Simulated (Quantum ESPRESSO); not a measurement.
Na:

```
Na
1.0
     3.76700    0.00000    0.00000
    -1.88350    3.26232    0.00000
     0.00000    0.00000    6.15400
Na
2
Direct
  0.66667 0.33333 0.75000
  0.33333 0.66667 0.25000
```

This isn't the form of Na at room conditions, which is bcc.

| Quantity | Value |
| --- | --- |
| Program | Quantum ESPRESSO 7.5 |
| Task | single point |
| Functional | PBEsol |
| Potentials or basis | GBRV 1.5 PBEsol |
| Cutoff | 612 eV |
| Density cutoff | 4898 eV |
| k mesh | 8 × 8 × 5 |
| Occupations | fermi-dirac, width 0.05 eV |
| Spin | no spin polarisation |

On this cell: pressure -0.3 GPa; largest force under 0.003 eV/Å; band gap on the k mesh none (metal or under the smearing width).

The same run follows on a disturbed copy (atoms moved at random, drawn with an rms of 0.05 Å):

```
Na
1.0
     3.76700    0.00000    0.00000
    -1.88350    3.26232    0.00000
     0.00000    0.00000    6.15400
Na
2
Direct
  0.65549 0.32378 0.74990
  0.32296 0.65856 0.24806
```

**Question.** What does the disturbed cell give?

**Answer.** The energy (extrapolated to zero smearing) moves by +0.0 meV/atom; pressure -0.3 GPa; largest force 0.008 eV/Å; band gap on the k mesh none (metal or under the smearing width).

Forces on the atoms (eV/Å):
```
Na   0.000  0.001 -0.008
Na   0.000 -0.001  0.008
```

Stress tensor (GPa, compression positive):
```
-0.23  0.00  0.00
 0.00 -0.22  0.00
 0.00  0.00 -0.46
```
